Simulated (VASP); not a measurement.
# Cu (Im-3m) in VASP: RPA correlation energy with PBE

Aim: the RPA correlation energy of Cu with PBE.

Everything below comes from runs of VASP 6.6.1. Logs are shortened: lines on timing, memory, paths and dates and some standing lists are left out, and cuts for length are marked.

### Step 1. The crystal as given

Symmetry: Im-3m, No. 229, cubic system. The conventional cell has a = 2.836 Å, b = 2.836 Å, c = 2.836 Å, α = 90.00°, β = 90.00°, γ = 90.00°. Cu (site symmetry m-3m) has 8 Cu at 2.46 Å as nearest neighbours.

This isn't the form of Cu at room conditions, which is fcc.

### Step 2. RPA correlation energy, PBE

Input file POSCAR:

```
Cu
1.0
   -1.4180800000      1.4180800000      1.4180800000
    1.4180800000     -1.4180800000      1.4180800000
    1.4180800000      1.4180800000     -1.4180800000
Cu
1
Direct
    0.0000000000      0.0000000000      0.0000000000
```

Input file INCAR.step1:

```
SYSTEM = Cu
PREC     = Accurate       ! precision mode
ENCUT    = 450            ! plane-wave cutoff, eV
EDIFF    = 1E-8           ! SCF threshold, eV
ISMEAR   = 0              ! smearing method
SIGMA    = 0.05           ! smearing width, eV
LREAL    = .False.        ! projectors in reciprocal space
LASPH    = .True.         ! aspherical terms in the spheres
NELM     = 80             ! most SCF steps
ALGO     = Normal         ! electronic algorithm
LWAVE    = .True.         ! write WAVECAR
LCHARG   = .False.        ! write CHGCAR
GGA      = PE             ! functional
```

Input file INCAR.step2:

```
SYSTEM = Cu
PREC     = Accurate       ! precision mode
ENCUT    = 450            ! plane-wave cutoff, eV
EDIFF    = 1E-8           ! SCF threshold, eV
ISMEAR   = 0              ! smearing method
SIGMA    = 0.05           ! smearing width, eV
LREAL    = .False.        ! projectors in reciprocal space
LASPH    = .True.         ! aspherical terms in the spheres
NELM     = 1              ! most SCF steps
ALGO     = EIGENVAL       ! electronic algorithm
LWAVE    = .False.        ! write WAVECAR
LCHARG   = .False.        ! write CHGCAR
GGA      = PE             ! functional
LHFCALC  = .True.         ! exact exchange
AEXX     = 1.0            ! exact-exchange fraction
ALDAC    = 0.0          
AGGAC    = 0.0          
ISTART   = 1            
PRECFOCK = Fast
```

Input file INCAR.step3:

```
SYSTEM = Cu
PREC     = Accurate       ! precision mode
ENCUT    = 450            ! plane-wave cutoff, eV
EDIFF    = 1E-8           ! SCF threshold, eV
ISMEAR   = 0              ! smearing method
SIGMA    = 0.05           ! smearing width, eV
LREAL    = .False.        ! projectors in reciprocal space
LASPH    = .True.         ! aspherical terms in the spheres
NELM     = 1              ! most SCF steps
ALGO     = Exact          ! electronic algorithm
LWAVE    = .True.         ! write WAVECAR
LCHARG   = .False.        ! write CHGCAR
GGA      = PE             ! functional
NBANDS   = 252            ! bands
LOPTICS  = .True.         ! frequency-dependent dielectric function
ISTART   = 1
```

Input file INCAR.step4:

```
SYSTEM = Cu
PREC     = Accurate       ! precision mode
ENCUT    = 450            ! plane-wave cutoff, eV
EDIFF    = 1E-8           ! SCF threshold, eV
ISMEAR   = 0              ! smearing method
SIGMA    = 0.05           ! smearing width, eV
LREAL    = .False.        ! projectors in reciprocal space
LASPH    = .True.         ! aspherical terms in the spheres
NELM     = 80             ! most SCF steps
ALGO     = ACFDT          ! electronic algorithm
LWAVE    = .False.        ! write WAVECAR
LCHARG   = .False.        ! write CHGCAR
GGA      = PE             ! functional
NBANDS   = 252            ! bands
ENCUTGW  = 250            ! cutoff of the response function
NOMEGA   = 12             ! frequency points
ISTART   = 1            
PRECFOCK = Fast
```

Input file KPOINTS:

```
Automatic mesh
0
Gamma
  8 8 8
  0 0 0
```

Potentials or basis: VASP PAW PBE potentials, release 64 (Cu_GW).

The run is started by

```sh
$ cat potpaw_PBE.64/Cu_GW/POTCAR > POTCAR
$ cp INCAR.step1 INCAR
$ mpirun -np 1 vasp_std > vasp.out
$ cp INCAR.step2 INCAR
$ mpirun -np 1 vasp_std > vasp.out
$ cp INCAR.step3 INCAR
$ mpirun -np 1 vasp_std > vasp.out
$ cp INCAR.step4 INCAR
$ mpirun -np 1 vasp_std > vasp.out
```

OUTCAR:

```text
SYSTEM = Cu
   PREC = Accurate
   ENCUT = 450
   EDIFF = 1E-8
   ISMEAR = 0
   LREAL = .False.
   LASPH = .True.
   NELM = 80
   GGA = PE
   ENCUTGW = 250
   ISTART = 1
   PRECFOCK = Fast

 ion  position               nearest neighbor table
   1  0.000  0.000  0.000-

  LATTYP: Found a body centered cubic cell.
 ALAT       =     2.8361600000

  Lattice vectors:

 A1 = (  -1.4180800000,   1.4180800000,   1.4180800000)
 A2 = (   1.4180800000,  -1.4180800000,   1.4180800000)
 A3 = (   1.4180800000,   1.4180800000,  -1.4180800000)

Analysis of symmetry for initial positions (statically):
=====================================================================
 Subroutine PRICEL returns:
 Original cell was already a primitive cell.

 Routine SETGRP: Setting up the symmetry group for a
 body centered cubic supercell.

 Subroutine GETGRP returns: Found 48 space group operations
 (whereof 48 operations were pure point group operations)
 out of a pool of 48 trial point group operations.

The static configuration has the point symmetry O_h .

Analysis of symmetry for dynamics (positions and initial velocities):
=====================================================================
 Subroutine PRICEL returns:
 Original cell was already a primitive cell.

 Routine SETGRP: Setting up the symmetry group for a
 body centered cubic supercell.

 Subroutine GETGRP returns: Found 48 space group operations
 (whereof 48 operations were pure point group operations)
 out of a pool of 48 trial point group operations.

The dynamic configuration has the point symmetry O_h .

 Subroutine INISYM returns: Found 48 space group operations
 (whereof 48 operations are pure point group operations),
 and found     1 'primitive' translations

----------------------------------------------------------------------------------------

                                     Primitive cell

  volume of cell :      11.4068

  direct lattice vectors                    reciprocal lattice vectors
    -1.418080000  1.418080000  1.418080000     0.000000000  0.352589417  0.352589417
     1.418080000 -1.418080000  1.418080000     0.352589417  0.000000000  0.352589417
     1.418080000  1.418080000 -1.418080000     0.352589417  0.352589417  0.000000000

  length of vectors
     2.456186609  2.456186609  2.456186609     0.498636735  0.498636735  0.498636735

  position of ions in fractional coordinates (direct lattice)
     0.000000000  0.000000000  0.000000000

  ion indices of the primitive-cell ions
   primitive index   ion index
                 1           1

----------------------------------------------------------------------------------------

 KPOINTS: Automatic mesh

Automatic generation of k-mesh.
 Grid dimensions read from file:
 generate k-points for:    8    8    8

 Generating k-lattice:

  Cartesian coordinates                     Fractional coordinates (reciprocal lattice)
     0.000000000  0.044073677  0.044073677     0.125000000  0.000000000  0.000000000
     0.044073677  0.000000000  0.044073677     0.000000000  0.125000000  0.000000000
     0.044073677  0.044073677  0.000000000     0.000000000  0.000000000  0.125000000

  Length of vectors
     0.062329592  0.062329592  0.062329592

  Shift w.r.t. Gamma in fractional coordinates (k-lattice)
     0.000000000  0.000000000  0.000000000

 Subroutine IBZKPT returns following result:
 ===========================================

 Found     29 irreducible k-points:

 Following reciprocal coordinates:
            Coordinates               Weight
  0.000000  0.000000  0.000000      1.000000
  0.125000  0.000000  0.000000     12.000000
  0.250000  0.000000  0.000000     12.000000
  0.375000  0.000000  0.000000     12.000000
  0.500000  0.000000  0.000000      6.000000
  0.125000  0.125000  0.000000     24.000000
[... 16 lines left out ...]
 -0.250000  0.250000  0.250000      6.000000
 -0.375000  0.375000  0.250000     24.000000
 [... further k-points ...]
   k-points           NKPTS =     29   k-points in BZ     NKDIM =    512   number of bands    NBANDS=    252
   number of dos      NEDOS =    301   number of ions     NIONS =      1
   total plane-waves  NPLWV =   5832
   dimension x,y,z NGX =    18 NGY =   18 NGZ =   18
   dimension x,y,z NGXF=    36 NGYF=   36 NGZF=   36
   ions per type =               1
   NGX,Y,Z   is equivalent  to a cutoff of  12.18, 12.18, 12.18 a.u.
   NGXF,Y,Z  is equivalent  to a cutoff of  24.37, 24.37, 24.37 a.u.
 SYSTEM =  Cu
   PREC   = accura    normal or accurate (medium, high low for compatibility)
   ISTART =      1    job   : 0-new  1-cont  2-samecut
   ICHARG =      0    charge: 1-file 2-atom 10-const
   ISPIN  =      1    spin polarized calculation?
   LNONCOLLINEAR =      F non collinear calculations
   LSORBIT =      F    spin-orbit coupling
   LASPH  =      T    aspherical Exc in radial PAW
   ENCUT  =  450.0 eV  33.07 Ry    5.75 a.u.   4.25  4.25  4.25*2*pi/ulx,y,z
   NELM   =     80;   NELMIN=  2; NELMDL=  0     # of ELM steps
   EDIFF  = 0.1E-07   stopping-criterion for ELM
   LREAL  =      F    real-space projection
   EDIFFG = 0.1E-06   stopping-criterion for IOM
   NSW    =      0    number of steps for IOM
   IBRION =     -1    ionic relax: 0-MD 1-quasi-New 2-CG
   NFREE  =      0    steps in history (QN), initial steepest desc. (CG)
   ISIF   =      0    stress and relaxation
   ISYM   =      3    0-nonsym 1-usesym 2-fastsym
   POTIM  = 0.5000    time-step for ionic-motion
   TEBEG  =    0.0;   TEEND  =   0.0 temperature during run
   PSTRESS=    0.0 pullay stress
   NELECT =      11.0000    total number of electrons
   NUPDOWN=      -1.0000    fix difference up-down
   EMIN   =  10.00;   EMAX   =-10.00  energy-range for DOS
   EFERMI =   0.00;   METHOD = LEGACY
   ISMEAR =     0;   SIGMA  =   0.05  broadening in eV -4-tet -1-fermi 0-gaus
   EFERMI_NEDOS =   21; number of points for ismear=-14 and -15
   IALGO  =     38    algorithm
   IMIX   =      4    mixing-type and parameters
     AMIX     =   0.40;   BMIX     =  1.00
     AMIX_MAG =   1.60;   BMIX_MAG =  1.00
  volume/ion in A,a.u.               =      11.41        76.98
  Fermi-wavevector in a.u.,A,eV,Ry     =   1.617403  3.056449 35.592752  2.615993
  Thomas-Fermi vector in A             =   2.711834
   LORBIT       =      0    0 simple, 1 ext, 2 COOP (PROOUT), +10 PAW based schemes
   GGA     = PE    functional components
   LHFCALC =     T    Hartree Fock is set to
   PRECFOCK=fast      Normal, Fast or Accurate (Low or Medium for compatibility)
   ENCUT4O =  -1.0   cutoff for four orbital integrals eV
   NKREDX  =     1    reduce k-point grid by
   NKREDY  =     1    reduce k-point grid by
   NKREDZ  =     1    reduce k-point grid by
   AEXX    =    1.0000 exact exchange contribution
   HFSCREEN=    0.0000 screening length (either q_TF or 0.3 A-1)
   HFSCREENC=   0.0000 screening length for correlation (either q_TF or 0.3 A-1)
   ENCUTFOCK=  -1.0 apply spherical cutoff to Coloumb kernel
   IVDW    =     0    specifies the selected vdW correction
   LEPSILON=     F    determine dielectric tensor
   LRPA    =     F    only Hartree local field effects (RPA)
   LRPAFORCE           =     F    calculate RPA forces
   ENCUTGW             = 250.0    cutoff for response function in eV
   ENCUTGWSOFT         = 200.0    soft cutoff for Coulomb kernel in GW response function in eV
   ENCUTLF             =  -1.0    cutoff for local field effects
   NELMGW              =     1    number of iterations in solving QP/BSE equation
   NELMHF              =     1    number of iterations in the inner HF iteration
   NKREDLFX            =     1    NKREDLFY  =   1   NKREDLFZ  =   1
 non-spin polarized calculation
 Gauss-broadening in eV      SIGMA  =   0.05
  energy-cutoff  :      450.00
  volume of cell :       11.41
 maximum number of plane-waves:       252
 NGX is ok and might be reduce to    18
  NGX = 12; NGY = 12; NGZ = 12
   NGX =  9   NGY =  9   NGZ =  9
 maximum number of plane-waves:       116

      cutoff energy     smooth cutoff   RPA   correlation   Hartree contr. to MP2
---------------------------------------------------------------------------------
            250.000           200.000      -15.1145039265      -37.2110829973
            238.095           190.476      -15.0175746111      -36.9789111090
            226.757           181.406      -14.9104109985      -36.7189181296
            215.959           172.768      -14.7928428678      -36.4304554424
            205.676           164.541      -14.6645388196      -36.1126508521
            195.882           156.705      -14.5257555224      -35.7659278728
            186.554           149.243      -14.3760477334      -35.3892938259
            177.670           142.136      -14.2161896310      -34.9846769089
  linear regression
  converged value                          -16.4667877462      -40.5745889435
```

It took 28 min on 1 thread of AMD EPYC 7R13 (Zen 3), shared host; peak memory 0.69 GiB.

Results:

```
Band gap on the k mesh, mean-field level : none (metal or under the smearing width)
RPA correlation energy                   : -16.467 eV/atom
RPA total energy per cell                : -18.338 eV
RPA correlation energy per cell          : -16.467 eV
```

Levels at points of the mesh, in eV from the Fermi level:
```
           k point  band 4  band 5  band 6  band 7  band 8  band 9
(0.00, 0.00, 0.00)   -3.28   -2.21   -2.21   25.39   25.39   25.39
(0.50, 0.00, 0.00)   -2.09   -1.43   -0.76    4.47   17.70   17.85
(0.50, 0.50, 0.50)   -1.61   -1.61    8.26    8.26    8.26   13.81
```

Caveat: the k mesh is coarse (spacing up to 0.39 Å⁻¹), so the values aren't converged; the ground state has no gap, which makes the many-body step unreliable.
